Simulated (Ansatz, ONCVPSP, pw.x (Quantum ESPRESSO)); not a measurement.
## Which Zr potential is closest to all-electron in the bcc crystal?

All use PBE, scalar-relativistic, no spin, cutoffs from each file’s atomic test, pw.x 7.5; 13³ k-points, Fermi–Dirac smearing 0.01 Ry. Δ is the rms difference from all-electron LAPW of the E(V) curves that follow from fits to the pressures, over ±6 % in volume. Mesh and smearing are coarse and serve the comparison alone. The files are a selection: those with a ghost or negative overlap were mostly not run, and those with noisy or unconverged pressures or nearly equal Δ are left out.

All-electron: a0 = 3.582 Å (V0 = 22.98 Å³/atom), B0 = 86.4 GPa.

**Question.** Rank them by Δ, smallest first.
A. optimised norm-conserving Vanderbilt (ONCV), ONCVPSP 4.0.1.1 (patched build), PBE; core [Ar] 3d10, reference 4s2 4p6 4d2 5s2; waves: 4s+5s: rc 2.15 bohr, ncon 3, nbas 7, qcut 6.9 1/bohr, 2 projectors; 4p: rc 2.15 bohr, ncon 4, nbas 7, qcut 7.1 1/bohr, 3 projectors, debl 3.2 Ha; 4d: rc 1.90 bohr, ncon 3, nbas 6, qcut 5.3 1/bohr, 2 projectors, debl 4 Ha; local part: polynomial inside 1.20 bohr (lpopt 2, dvloc0 4 Ha); core correction: Teter function, fcfact 4, rcfact 1.35.
B. optimised norm-conserving Vanderbilt (ONCV), ONCVPSP 4.0.1.1 (patched build), PBE; core [Ar] 3d10, reference 4s2 4p6 4d2.5 5s1.5; waves: 4s+5s: rc 1.85 bohr, ncon 3, nbas 7, qcut 6.6 1/bohr, 2 projectors; 4p: rc 2.20 bohr, ncon 4, nbas 9, qcut 6.5 1/bohr, 2 projectors, debl 3.3 Ha; 4d: rc 2.65 bohr, ncon 4, nbas 9, qcut 4.8 1/bohr, 2 projectors, debl 2.6 Ha; local part: polynomial inside 1.75 bohr (lpopt 3, dvloc0 0 Ha); core correction: Teter function, fcfact 4.75, rcfact 1.65.
C. optimised norm-conserving Vanderbilt (ONCV), ONCVPSP 4.0.1.1 (patched build), PBE; core [Ar] 3d10, reference 4s2 4p6 4d3 5s1; waves: 4s+5s: rc 1.80 bohr, ncon 4, nbas 7, qcut 5.5 1/bohr, 2 projectors; 4p: rc 2.15 bohr, ncon 3, nbas 7, qcut 6.3 1/bohr, 2 projectors, debl 1.7 Ha; 4d: rc 1.80 bohr, ncon 3, nbas 8, qcut 7.1 1/bohr, local; local part: the d channel; core correction: Teter function, fcfact 4.5, rcfact 1.7.

**Answer.** A (0.3 meV/atom), C (0.5 meV/atom), B (1.3 meV/atom).
